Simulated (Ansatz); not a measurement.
Input and command of a plane-wave DFT calculation in Ansatz:

```yaml
crystal:
  lattice:
    - [-1.7569575491, 1.7573113164, 1.9665293042]
    - [1.7569575491, -1.7573113164, 1.9665293042]
    - [1.7569575491, 1.7573113164, -1.9665293042]
  atoms:
    - { symbol: Sn, position: [0.0, 0.0, 0.0] }
basis:
  ecutwfc: 420
kpoints:
  mp_grid: { grid: [16, 16, 16] }
hamiltonian:
  xc: pbe
  dispersion: d3bj
scf:
  occupations: { method: gaussian, width: 0.1 }
output:
  forces: true
  stress: true
  eigenvalues: true
relax:
  adjacent_minimum: "off"
  f_tol: 0.01
  max_steps: 30
  cell: { stress_tol: 0.1, fix: [volume] }
```

```bash
ansatz run input.yaml --threads 1 --pin off --max-ram 2560MiB --backend cpu --events-out ev --progress --plain --runs-dir out
```

Processor: Intel(R) Xeon(R) Processor @ 2.70GHz, 1 thread, on a host shared with other jobs.

Estimate time, memory and problem size.

About 20 s on 1 thread of Intel(R) Xeon(R) Processor @ 2.70GHz, on a shared host, peak memory 0.5 GiB. It solves 11 bands at 621 k points (the mesh reduced by the symmetry that the task leaves, which can be less than the crystal's) with about 479 plane waves, in 9 SCF iterations over 2 ionic steps.
